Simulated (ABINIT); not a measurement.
The system is AlN.

```
Al N
1.0
     3.11300    0.00000    0.00000
    -1.55650    2.69594    0.00000
     0.00000    0.00000    4.98100
Al N
2 2
Cartesian
  1.5565 0.8986 2.4905
  0.0000 1.7973 0.0000
  1.5565 0.8986 4.3833
  0.0000 1.7973 1.8928
```

* Program: ABINIT 10.8.3 (patched build)
* Task: relaxation of cell and atoms
* Functional: LDA
* Potentials or basis: PseudoDojo NC SR LDA v0.4.1 standard
* Cutoff: 980 eV
* k mesh: 8 × 8 × 4
* Occupations: fermi-dirac, width 0.05 eV
* Spin: no spin polarisation

At the start: pressure -5.8 GPa; volume 10.45 Å³/atom.

Where does the relaxation end?

Over 7 steps the energy falls by 5.9 meV/atom and the volume is 10.15 Å³/atom (-2.9 %); space group P6_3mc (No. 186, to 0.05 Å).

Step by step:
```csv
step,energy change (eV),largest force (eV/Å),pressure (GPa),volume (Å³)
1,0.0000,0.1142,-5.82,41.80
2,-0.0198,0.0739,-2.36,41.06
3,-0.0223,0.1315,-0.13,40.62
4,-0.0236,0.0268,0.29,40.54
5,-0.0237,0.0011,-0.01,40.60
6,-0.0237,0.0003,-0.02,40.60
7,-0.0238,0.0002,0.00,40.59
```

Final structure:
```xyz
4
Lattice="3.0821 0.0000 0.0000 -1.5411 2.6692 0.0000 0.0000 0.0000 4.9341" Properties=species:S:1:pos:R:3 pbc="T T T"
Al    1.5411    0.8897    2.4623
Al    0.0000    1.7795   -0.0048
N     1.5411    0.8897    4.3468
N     0.0000    1.7795    1.8797
```
